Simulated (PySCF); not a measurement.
Isomers of C6H6O, one conformer each; single-point electronic energies without zero-point terms and without any empirical dispersion term.

Level: PBE0/pcSseg-1 in PySCF, non-relativistic, each on one gas-phase PBE0-D3(BJ)/def2-SVP geometry that isn't relaxed in the solvent. The solvent is an IEF-PCM continuum (van der Waals radii × 1.2). Specific hydrogen bonds and non-electrostatic terms are outside this model.

| isomer | relative energy, gas (kJ/mol) | dipole (D) |
| --- | --- | --- |
| `Oc1ccccc1` | 0.0 | 1.37 |
| `C1=C[C@H]2C=C[C@@H]1O2` | 260.9 | 1.88 |

How do the relative energies look in acetonitrile (ε = 35.69)?

```
                  isomer  relative energy, solvent (kJ/mol)  E(solvent) − E(gas) (kJ/mol)  dipole in solvent (D)
             `Oc1ccccc1`                                0.0                         -26.9                   1.86
`C1=C[C@H]2C=C[C@@H]1O2`                              265.6                         -22.3                   2.37
```

The order is unchanged. Conformers: `[OH:1][c:2]1[cH:3][cH:4][cH:5][cH:6][cH:7]1` with H–O1–C2–C3 180°. `Oc1ccccc1` gains most from the continuum, while `C1=C[C@H]2C=C[C@@H]1O2` has the largest gas-phase dipole. The gains span 4.6 kJ/mol, the gas-phase energies 260.9 kJ/mol.
